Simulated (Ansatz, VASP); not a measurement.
# Li, level by level in two programs

```
CELL_PARAMETERS angstrom
-1.71883 1.71883 1.71883
1.71883 -1.71883 1.71883
1.71883 1.71883 -1.71883
ATOMIC_POSITIONS crystal
Li 0.00000 0.00000 0.00000
```

Single points on this cell with VASP 6.6.1 and Ansatz 0.2.0. Each row is one pair of runs. Alike in all rows: spin: off; k mesh: 11 × 11 × 11; smearing: fermi-dirac, width 0.05 eV.

```csv
level,"VASP's potentials, cutoff","Ansatz's potentials, cutoff","gap on the k mesh at the Fermi level (eV), VASP","gap on the k mesh at the Fermi level (eV), Ansatz"
LDA,"VASP PAW LDA potentials, release 64 (Li_sv), 520 eV","Ansatz PAW, 420 eV",none,none
r2SCAN,"VASP PAW PBE potentials, release 64 (Li_sv), 520 eV","Ansatz PAW, 500 eV",none,none
r2SCAN+D4,"VASP PAW PBE potentials, release 64 (Li_sv), 520 eV","Ansatz PAW, 500 eV",none,none
```

A gap of «none» marks a metal or a gap that the smearing closes.
